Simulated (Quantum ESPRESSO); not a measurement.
## SnSe2 under changes of volume

One of the cells (25.726 Å³/atom); the others are scaled copies at fixed shape and fractional positions:

```xyz
3
Lattice="3.8110 0.0000 0.0000 -1.9055 3.3004 0.0000 0.0000 0.0000 6.1360" Properties=species:S:1:pos:R:3 pbc="T T T"
Sn    0.0000    0.0000    0.0000
Se    1.9055    1.1001    4.6081
Se    0.0000    2.2003    1.5279
```

| Quantity | Value |
| --- | --- |
| Program | Quantum ESPRESSO 7.5 |
| Functional | PBE |
| Potentials or basis | SSSP 1.3 efficiency PBE |
| Cutoff | 816 eV |
| Density cutoff | 6531 eV |
| k mesh | 8 × 8 × 5 |
| Occupations | fermi-dirac, width 0.05 eV |
| Spin | no spin polarisation |

| volume (Å³/atom) | energy over the lowest point (meV/atom) | pressure (GPa) | gap on the mesh (eV) | largest force (eV/Å) |
| --- | --- | --- | --- | --- |
| 24.182 | 114.38 | 11.5 | 0.87 | 1.502 |
| 24.697 | 80.88 | 9.3 | 0.85 | 1.253 |
| 25.212 | 53.99 | 7.4 | 0.83 | 1.023 |
| 25.726 | 33.03 | 5.6 | 0.80 | 0.810 |
| 26.241 | 17.39 | 4.1 | 0.77 | 0.614 |
| 26.755 | ? | ? | ? | ? |
| 27.270 | 0.00 | 1.4 | 0.72 | 0.266 |

Problem. What does the run at 26.755 Å³/atom give?

Solution. Energy over the lowest point 6.55 meV/atom; pressure 2.7 GPa; gap on the mesh 0.75 eV; largest force 0.433 eV/Å.

Worked out: A Birch-Murnaghan fit of order 3 (a polynomial in V^(-2/3)) to the other rows has its minimum at 27.91 Å³/atom, just outside them, with B0 = V·E''(V) = 58 GPa and B' = 4.6 at fixed shape and positions, which overstates the stiffness. It gives 6.54 meV/atom at 26.755 Å³/atom, against the run's 6.55, and -dE/dV = 2.7 GPa, against 2.7. A straight line through the other rows of the gap, of slope -1.28 eV per unit of ln V, gives 0.75 eV, against the run's 0.75.

Energies are extrapolated to zero smearing.

Caveats: spin-orbit coupling is left out, which moves the levels of the heavy elements; an odd mesh through Γ misses points on the zone boundary, where band edges often lie; this functional lacks dispersion, which binds the layers, so the pressure and a relaxed spacing across them are unreliable; forces of over 1 eV/Å show positions far from the minimum, so gaps and moduli don't describe the material at rest (some runs).
